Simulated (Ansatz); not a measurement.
# InAs: the cost of one run

Computed with Ansatz 0.2.0 (DFT PBE, scalar-relativistic, plane waves, PAW, unless a step's input says otherwise).

The COD entry's cell or inner coordinates are ideal or old and differ from later refinements, so a difference from it is no clean test against experiment.

3 further runs of the same task are left out: 3 set aside as unsound or not needed.

## 1. Starting point

Symmetry: F-43m, No. 216, cubic system. The conventional cell has a = 6.188 Å, b = 6.188 Å, c = 6.188 Å, α = 90.00°, β = 90.00°, γ = 90.00°. In (site symmetry -43m) has 4 As at 2.68 Å as nearest neighbours. As (site symmetry -43m) is surrounded by 4 In at 2.68 Å.

Coordinates:

```cif
data_structure
_symmetry_space_group_name_H-M 'P 1'
_symmetry_Int_Tables_number 1
_cell_length_a 4.3753
_cell_length_b 4.3753
_cell_length_c 4.3753
_cell_angle_alpha 60.000
_cell_angle_beta 60.000
_cell_angle_gamma 60.000
_cell_volume 59.22
loop_
_atom_site_label
_atom_site_type_symbol
_atom_site_fract_x
_atom_site_fract_y
_atom_site_fract_z
_atom_site_occupancy
In1 In 0.00000 0.00000 0.00000 1
As1 As 0.75000 0.75000 0.75000 1
```

This cell was relaxed beforehand with the same method: volume 29.61 Å³/atom, gap on the mesh none (metal).

## 2. Relaxing at 1 GPa

At a set pressure the run lowers the enthalpy E + PV, so the energy alone may rise along the way.

Input file input.yaml:

```yaml
crystal:
  lattice:
    - [0.0, 3.0937808094, 3.0937808094]
    - [3.0937808094, 0.0, 3.0937808094]
    - [3.0937808094, 3.0937808094, 0.0]
  atoms:
    - { symbol: In, position: [0.0, 0.0, 0.0] }
    - { symbol: As, position: [0.75, 0.75, 0.75] }
basis:
  ecutwfc: 420
kpoints:
  mp_grid: { grid: [12, 12, 12] }
hamiltonian:
  xc: pbe
scf:
  occupations: { method: fermi_dirac, width: 0.15 }
output:
  forces: true
  stress: true
  eigenvalues: true
relax:
  adjacent_minimum: "off"
  f_tol: 0.001
  max_steps: 60
  cell: { stress_tol: 0.02, p_target: 1.0 }
```

The run is started by

```sh
ansatz run input.yaml --threads 1 --pin off --max-ram 3072MiB --backend cpu --events-out ev --progress --plain --runs-dir out
```

Q: Estimate wall time and peak memory on 1 thread of AMD EPYC 9R45 (Zen 5), shared host.

About 9 s, with a peak of 0.44 GiB.
